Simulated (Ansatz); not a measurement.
How far is this LiF from the hull?

Theory: DFT PBE, scalar-relativistic, plane waves, PAW in Ansatz 0.2.0. All cells share a 420 eV cutoff and Γ-centred k meshes spaced at most about 0.3 Å⁻¹ (2π included). No spin polarisation.

The zero of energy is the elements' standard structures at the same level (F₂ as a molecule); no fitted shifts are applied.

Temperature and zero-point effects are left out.

The competitors are the elements and 1 reference phase of this chemical system (from databases or known types: LiF), relaxed at the same level; other known phases may be missing.

The candidate was reached from: 4-connected net, two elements alternating, changed on relaxing.

```xyz
8
Lattice="-3.3085 3.3085 2.0183 3.3085 -3.3085 2.0183 3.3085 3.3085 -2.0183" Properties=species:S:1:pos:R:3 pbc="T T T"
Li    0.9685    2.3400    0.0000
Li    4.2770    0.9685    0.0000
Li   -0.9685    2.3400    2.0183
Li    2.3400    0.9685    2.0183
F     0.9943    2.3142    2.0183
F     2.3142    0.9943    0.0000
F     0.9943    4.3028    0.0000
F     2.3142   -0.9943    2.0183
```

Problem. Is it stable, and against what?

Solution. Not the lowest form: another structure of the same formula lies lower. Its formation energy is -2.924 eV/atom. The lowest competing phase at this composition is this:

```tsv
phase	space group	source	share of atoms	ΔE_f (eV/atom)
LiF	P6_3mc (No. 186)	Materials Project	1.0000	-2.953
```

The candidate lies 29 meV/atom above this phase. The candidate matches no cell in the subsets of the Crystallography Open Database and the Materials Project at hand. That margin is within the range where metastable phases are often made. Checks: no imaginary mode on a 2×2×2 q mesh. The Crystallography Open Database lists this formula in another space group (No. 225).
